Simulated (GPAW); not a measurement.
# Ta (Im-3m) in GPAW: equation of state

Aim: energy against volume of Ta in PBEsol, for its equilibrium volume and stiffness.

Program: GPAW 26.7.0. These are calculated values, not measurements. Logs are shortened: lines on timing, memory, paths and dates and some standing lists are left out, and cuts for length are marked. The log counts tension as positive stress, the text compression.

**What was measured.**

“Pressure effects on the electronic structure and superconductivity of (TaNb)0.67(HfZrTi)0.33 high entropy alloy”, 2019, arxiv:1910.08312 quotes, for a bulk crystal of Ta: bulk modulus 194 GPa.

The runs below are set against these values where they give the same quantity.

## 1. Starting point

The structure is cubic, space group Im-3m (No. 229). Conventional cell: a = 3.303 Å, b = 3.303 Å, c = 3.303 Å, α = 90.00°, β = 90.00°, γ = 90.00°. Ta (site symmetry m-3m) is surrounded by 8 Ta at 2.86 Å.

## 2. Equation of state, PBEsol

run.py

```python
from ase import Atoms
from ase.eos import EquationOfState
from ase.io import Trajectory
from ase.units import GPa
from gpaw import GPAW, PW, setup_paths

setup_paths.insert(0, '.')

atoms = Atoms(['Ta'],
              cell=[[-1.65128, 1.65128, 1.65128],
                    [1.65128, -1.65128, 1.65128],
                    [1.65128, 1.65128, -1.65128]],
              scaled_positions=[[0.0, 0.0, 0.0]],
              pbc=True)

traj = Trajectory('eos.traj', 'w')
volumes, energies = [], []
for x in [0.94, 0.96, 0.98, 1.0, 1.02, 1.04, 1.06]:
    a = atoms.copy()
    a.set_cell(atoms.cell * x**(1 / 3), scale_atoms=True)
    calc = GPAW(mode=PW(600),
                xc='PBEsol',
                kpts={'size': (11, 11, 11), 'gamma': True},
                occupations={'name': 'fermi-dirac', 'width': 0.05},
                nbands=15,
                convergence={'density': 1e-05, 'energy': 1e-05},
                maxiter=150,
                txt=f'eos-{x:.2f}.txt')
    a.calc = calc
    energies.append(a.get_potential_energy(force_consistent=True))
    volumes.append(a.get_volume())
    p = -a.get_stress()[:3].mean() / GPa
    calc.write(f'eos-{x:.2f}.gpw')
    traj.write(a)
    print(f'{x:.2f} {volumes[-1]:10.4f} A^3 {energies[-1]:14.6f} eV {p:9.3f} GPa', flush=True)

v0, e0, B = EquationOfState(volumes, energies, eos='birchmurnaghan').fit()
print(f'V0 = {v0:.4f} A^3, E0 = {e0:.6f} eV, B0 = {B / GPa:.2f} GPa')
```

Potentials or basis: PAW data sets generated in the run's folder for this functional, pw.

Command:

```console
$ gpaw-setup -f PBEsol Ta
$ OMP_NUM_THREADS=1 python run.py
```

Standard output:

```text
__  _  _
 | _ |_)|_||  |
 |__||  | ||/\| - 26.7.0

Input parameters:
  mode=PW(ecut=600.0),
  convergence={'density': 1e-05, 'energy': 1e-05},
  kpts=MonkhorstPack(size=(11, 11, 11), gamma=True),
  maxiter=150,
  nbands=15,
  occupations=Occupations(name='fermi-dirac', width=0.05),
  xc=XC(name='PBEsol')

Diagonalizing LCAO Hamiltonian
Converting LCAO to pw mode

       Ta

Atoms  # Å, Bohr magnetons
|   | symbol |        x |        y |        z |    initial magnetic moments |
|---|--------|----------|----------|----------|-----------------------------|
| 0 |     Ta | 0.000000 | 0.000000 | 0.000000 | ( 0.0000,  0.0000,  0.0000) |

Unit cell  # Å
| periodic |         x |         y |         z |  lengths |     angles |
|----------|-----------|-----------|-----------|----------|------------|
|      yes | -1.617571 |  1.617571 |  1.617571 | 2.801715 | 109.471221 |
|      yes |  1.617571 | -1.617571 |  1.617571 | 2.801715 | 109.471221 |
|      yes |  1.617571 |  1.617571 | -1.617571 | 2.801715 | 109.471221 |

Number of symmetries: 48
Symmetry operations  # r_c * U_cc + t_c -> r_c
|    | kind |            matrix            |
|----|------|------------------------------|
|  0 |  σ   |  1, 1, 1,  0, 0,-1,  0,-1, 0 |
|  1 |  C4  |  1, 1, 1,  0, 0,-1, -1, 0, 0 |
|  2 |  C2  |  1, 1, 1,  0,-1, 0,  0, 0,-1 |
|  3 |  S6  |  1, 1, 1,  0,-1, 0, -1, 0, 0 |
|  4 |  S6  |  1, 1, 1, -1, 0, 0,  0, 0,-1 |
|  5 |  C4  |  1, 1, 1, -1, 0, 0,  0,-1, 0 |
|  6 |  E   |  1, 0, 0,  0, 1, 0,  0, 0, 1 |
|  7 |  σ   |  1, 0, 0,  0, 1, 0, -1,-1,-1 |
|  8 |  σ   |  1, 0, 0,  0, 0, 1,  0, 1, 0 |
|  9 |  C3  |  1, 0, 0,  0, 0, 1, -1,-1,-1 |
| 10 |  C3  |  1, 0, 0, -1,-1,-1,  0, 1, 0 |
| 11 |  σ   |  1, 0, 0, -1,-1,-1,  0, 0, 1 |
| 12 |  σ   |  0, 1, 0,  1, 0, 0,  0, 0, 1 |
| 13 |  C2  |  0, 1, 0,  1, 0, 0, -1,-1,-1 |
| 14 |  C3  |  0, 1, 0,  0, 0, 1,  1, 0, 0 |
| 15 |  S4  |  0, 1, 0,  0, 0, 1, -1,-1,-1 |
| 16 |  S4  |  0, 1, 0, -1,-1,-1,  1, 0, 0 |
| 17 |  C3  |  0, 1, 0, -1,-1,-1,  0, 0, 1 |
| 18 |  C3  |  0, 0, 1,  1, 0, 0,  0, 1, 0 |
| 19 |  S4  |  0, 0, 1,  1, 0, 0, -1,-1,-1 |
| 20 |  σ   |  0, 0, 1,  0, 1, 0,  1, 0, 0 |
| 21 |  C3  |  0, 0, 1,  0, 1, 0, -1,-1,-1 |
| 22 |  C2  |  0, 0, 1, -1,-1,-1,  1, 0, 0 |
| 23 |  S4  |  0, 0, 1, -1,-1,-1,  0, 1, 0 |
| 24 |  C4  |  0, 0,-1,  1, 1, 1,  0,-1, 0 |
| 25 |  σ   |  0, 0,-1,  1, 1, 1, -1, 0, 0 |
| 26 |  S6  |  0, 0,-1,  0,-1, 0,  1, 1, 1 |
| 27 |  C2  |  0, 0,-1,  0,-1, 0, -1, 0, 0 |
| 28 |  C4  |  0, 0,-1, -1, 0, 0,  1, 1, 1 |
| 29 |  S6  |  0, 0,-1, -1, 0, 0,  0,-1, 0 |
| 30 |  S6  |  0,-1, 0,  1, 1, 1,  0, 0,-1 |
| 31 |  C4  |  0,-1, 0,  1, 1, 1, -1, 0, 0 |
| 32 |  C4  |  0,-1, 0,  0, 0,-1,  1, 1, 1 |
| 33 |  S6  |  0,-1, 0,  0, 0,-1, -1, 0, 0 |
| 34 |  σ   |  0,-1, 0, -1, 0, 0,  1, 1, 1 |
| 35 |  C2  |  0,-1, 0, -1, 0, 0,  0, 0,-1 |
| 36 |  C2  | -1, 0, 0,  1, 1, 1,  0, 0,-1 |
| 37 |  S6  | -1, 0, 0,  1, 1, 1,  0,-1, 0 |
| 38 |  S6  | -1, 0, 0,  0, 0,-1,  1, 1, 1 |
| 39 |  C2  | -1, 0, 0,  0, 0,-1,  0,-1, 0 |
| 40 |  C2  | -1, 0, 0,  0,-1, 0,  1, 1, 1 |
| 41 |  i   | -1, 0, 0,  0,-1, 0,  0, 0,-1 |
| 42 |  S4  | -1,-1,-1,  1, 0, 0,  0, 1, 0 |
| 43 |  C3  | -1,-1,-1,  1, 0, 0,  0, 0, 1 |
| 44 |  C3  | -1,-1,-1,  0, 1, 0,  1, 0, 0 |
| 45 |  σ   | -1,-1,-1,  0, 1, 0,  0, 0, 1 |
| 46 |  S4  | -1,-1,-1,  0, 0, 1,  1, 0, 0 |
| 47 |  C2  | -1,-1,-1,  0, 0, 1,  0, 1, 0 |

BZ-sampling:
  Number of BZ points: 1331
  Number of IBZ points: 56

  Monkhorst-Pack size: [11, 11, 11]
  Monkhorst-Pack shift: [0, 0, 0]

K-points  # in reciprocal-cell coordinates
|     |                                coordinates |     weight |
|-----|--------------------------------------------|------------|
|   0 | (  0.00000000,   0.00000000,   0.00000000) | 0.00075131 |
|   1 | (  0.09090909,   0.00000000,   0.00000000) | 0.00901578 |
|   2 | (  0.09090909,   0.09090909,  -0.09090909) | 0.00450789 |
|   3 | (  0.18181818,   0.00000000,  -0.09090909) | 0.01803156 |
|   4 | (  0.18181818,   0.00000000,   0.00000000) | 0.00901578 |
|   5 | (  0.18181818,   0.09090909,  -0.09090909) | 0.01803156 |
|   6 | (  0.18181818,   0.18181818,  -0.18181818) | 0.00450789 |
|   7 | (  0.27272727,  -0.09090909,  -0.09090909) | 0.00601052 |
|   8 | (  0.27272727,   0.00000000,  -0.09090909) | 0.03606311 |
|   9 | (  0.27272727,   0.00000000,   0.00000000) | 0.00901578 |
| ... |                                            |            |
|  55 | (  0.45454545,   0.45454545,   0.45454545) | 0.00601052 |

Plane wave coefficients: 577
Cutoff: 600.0 eV

Spin-components: 1 (collinear spins)
Bands:           15
Projectors:      6
Spin-degeneracy: 2
Datatype:        complex128

Parallelization:
  kpt:    1
  domain: 1
  band:   1

Density:
  Valence electrons: 13.0
  Components: 1
  Grid points: [16 16 16]
  Charge: 0.0  # |e|

Potential:
  Grid points: [16 16 16]

species:
  Ta:
    name:    Tantalum
    Z:       73.0
    valence: 13
    core:    60
    charge:  0.0  # [|e|]
    compensation charges:
      type: gauss
      rc: 0.42  # [Å]
      lmax: 2
    cutoffs:
      filter: 2.36  # [Å]
      core: 3.45  # [Å]
    projectors
    | kind |    occ | energy [eV] | rcut [Å] |
    |------|--------|-------------|----------|
    |   5s |  2.000 |     -72.818 |    1.365 |
    |   6s |  2.000 |      -5.457 |    1.365 |
    |   5p |  6.000 |     -39.444 |    1.349 |
    |   6p |  0.000 |      -1.369 |    1.349 |
    |   5d |  3.000 |      -3.632 |    1.307 |
    |    d |        |      23.579 |    1.307 |

    Using partial waves for Ta as LCAO basis

Reference energy: -424046.140309  # eV

eigensolver:
  PPCG
  Converge bands: occupied
  niter=2

density mixing:
  MSR1-Mixer
  Pratt-step length: 0.05
  Maximum mixing coefficient: 0.75
  Old densities: 10
  SVD Regularization: 0.005
  Good broyden scale: 1.0
  Trust region scale: 1.0
  Backstep threshold: 4.0
  History deletion threshold: 6.0
  Fourier metric: weight=20.0, sigma=0.015

occupation numbers:
  Fermi-Dirac:
    width: 0.0500  # eV

poisson solver:
  ecut: 4800.0  # eV

xc functional:
  name: PBEsol with 2 nearest neighbor stencil

convergence criteria:
- Maximum integral of absolute [dens]ity change: 1e-05 electrons / valence electron
- Maximum [total energy] change in last 3 cyles: 1e-05 eV / valence electron
- Maximum integral of absolute [eigenst]ate change: 4e-08 eV^2 / valence electron
maximum number of iterations: 150

SCF iterations
|iter     | |      energy | eigst |  dens |
|---------|-|-------------|-------|-------|
|iter:   1| |  -10.709584 | -0.07 |       |
|iter:   2| |  -10.686998 | -3.20 | -1.32 |
|iter:   3| |  -10.576417 | -2.12 | -1.36 |
|iter:   4| |  -10.580646 | -3.57 | -2.04 |
|iter:   5| |  -10.582119 | -4.68 | -2.43 |
|iter:   6| |  -10.582121 | -7.07 | -3.98 |
|iter:   7| |  -10.582122c| -8.14c| -4.28 |
|iter:   8| |  -10.582122c| -9.81c| -5.37c|

Converged in 8 steps
Energy contributions relative to reference atoms: (reference = -424046.140309)

Energy contributions:
  Kinetic:          12.849437
  Coulomb:         -12.192635
  Zero:             -0.271150
  External:          0.000000
  Xc:              -10.964727
  Entropy:          -0.006093
  Spinorbit:         0.000000
  ----------------------------
  Free energy:     -10.585169
  Extrapolated:    -10.582122

dipole moment: (-5.814050, -5.814050, -5.814050)  # |e|*Ang

Fermi level: 12.545
Eigenvalues  # (at kpt = [0.000, 0.000, 0.000])
| band index |      eig [eV] | occ [0-2] |
|------------|---------------|-----------|
|          0 |       -54.223 |     2.000 |
|          1 |       -20.275 |     2.000 |
|          2 |       -20.275 |     2.000 |
|          3 |       -20.275 |     2.000 |
|          4 |         4.455 |     2.000 |
|          5 |        13.270 |     0.000 |
|          6 |        13.270 |     0.000 |
|          7 |        13.270 |     0.000 |
|          8 |        16.729 |     0.000 |
|          9 |        16.729 |     0.000 |
|         10 |        27.715 |     0.000 |
|         11 |        27.715 |     0.000 |
|         12 |        27.715 |     0.000 |
|        ... |               |           |
|         14 |        39.616 |     0.000 |

No gap
No difference between direct/indirect transitions

Stress tensor  # eV/Ang^3
|         x |         y |         z |
|-----------|-----------|-----------|
| -0.060970 | -0.000000 |  0.000000 |
| -0.000000 | -0.060970 | -0.000000 |
|  0.000000 | -0.000000 | -0.060970 |

# Writing to eos-0.94.gpw (mode='')
```

stdout:

```text
0.94    16.9297 A^3     -10.585169 eV     9.768 GPa
0.96    17.2899 A^3     -10.601295 eV     4.637 GPa
0.98    17.6501 A^3     -10.606510 eV     0.053 GPa
1.00    18.0104 A^3     -10.601980 eV    -4.038 GPa
1.02    18.3706 A^3     -10.588748 eV    -7.700 GPa
1.04    18.7308 A^3     -10.567705 eV   -10.993 GPa
1.06    19.0910 A^3     -10.539620 eV   -13.971 GPa
V0 = 17.6566 A^3, E0 = -10.606512 eV, B0 = 211.79 GPa
```

Wall time 69 s (1 thread of Arm Neoverse V2, shared host); peak memory 0.19 GiB.

What came out:

* Equilibrium volume: 17.66 Å³/atom
* Bulk modulus: 212 GPa
* Pressure derivative of the bulk modulus: 4.4

Energy against volume, from the lowest point:
| volume (Å³/atom) | energy (meV/atom) |
| --- | --- |
| 16.930 | 21.34 |
| 17.290 | 5.22 |
| 17.650 | 0.00 |
| 18.010 | 4.53 |
| 18.371 | 17.76 |
| 18.731 | 38.80 |
| 19.091 | 66.89 |

The run has no spin-orbit coupling, so splittings on Ta are missing.

## 3. How close it comes

Step 2. A measured bulk modulus of Ta is 194 GPa (quoted in “Pressure effects on the electronic structure and superconductivity of (TaNb)0.67(HfZrTi)0.33 high entropy alloy”, 2019, arxiv:1910.08312); the calculated 212 GPa misses it by +9.2 %. The fit is for a static lattice scaled at fixed shape and fixed fractional positions.
